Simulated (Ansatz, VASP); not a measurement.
KCl2 in VASP and in Ansatz

Contents of INCAR:

```
ALGO = Normal
EDIFF = 1E-7
ENCUT = 520
GGA = PE
ISIF = 2
ISMEAR = 0
LASPH = True
LCHARG = True
LELF = True
LREAL = False
LVHAR = True
LWAVE = False
NBANDS = 18
NELM = 100
PREC = Accurate
SIGMA = 0.1
```

Contents of KPOINTS:

```
k-points
0
Gamma
  6 6 6
```

Contents of POSCAR:

```
KCl2
1.0
    2.6313990100      1.5192389200      4.5926873800
   -2.6313990100      1.5192389200      4.5926873800
    0.0000000000     -3.0384778500      4.5926873800
K Cl
1 2
Direct
    0.5000000000      0.5000000000      0.5000000000
    0.7964385900      0.7964385900      0.7964385900
    0.2035614100      0.2035614100      0.2035614100
```

Input for Ansatz:

```yaml
crystal:
  lattice:
    - [2.63139901, 1.51923892, 4.59268738]
    - [-2.63139901, 1.51923892, 4.59268738]
    - [0.0, -3.03847785, 4.59268738]
  atoms:
    - { symbol: K, position: [0.5, 0.5, 0.5] }
    - { symbol: Cl, position: [0.79643859, 0.79643859, 0.79643859] }
    - { symbol: Cl, position: [0.20356141, 0.20356141, 0.20356141] }
basis:
  ecutwfc: 420
kpoints:
  mp_grid: { grid: [6, 6, 6] }
hamiltonian:
  xc: pbe
scf:
  occupations: { method: gaussian, width: 0.1 }
  lower_state_search: "off"
output:
  forces: true
  stress: true
  eigenvalues: true
```

Alike in both runs: task single point; functional PBE; k mesh 6 × 6 × 6; occupations gaussian, width 0.1 eV; no spin polarisation.

|  | VASP | Ansatz |
| --- | --- | --- |
| version | VASP 6.6.1 | Ansatz 0.2.0 |
| potentials or method | VASP PAW PBE potentials, release 64 (K_sv, Cl) | scalar-relativistic, plane waves, PAW |
| plane-wave cutoff (eV) | 520 | 420 |
| valence electrons in the cell | 23 | 23 |

```tsv
	VASP	Ansatz	Ansatz less VASP
gap on the k mesh at the Fermi level (eV)	none	none	-
pressure (GPa)	0.9	0.9	0.00
largest component of the traceless stress (GPa)	1.80	1.76	-0.039
rms of the force components (eV/Å)	0.008	0.008	0.0000
```

Atom by atom the forces differ by 0.000 eV/Å (rms over components). A gap of «none» marks a metal or a gap that the smearing closes. With one functional, cell and mesh, what is left measures potentials, basis and numerics.

Caveats: an odd number of electrons without spin polarisation forces a metal; a magnetic or distorted state may lie lower.
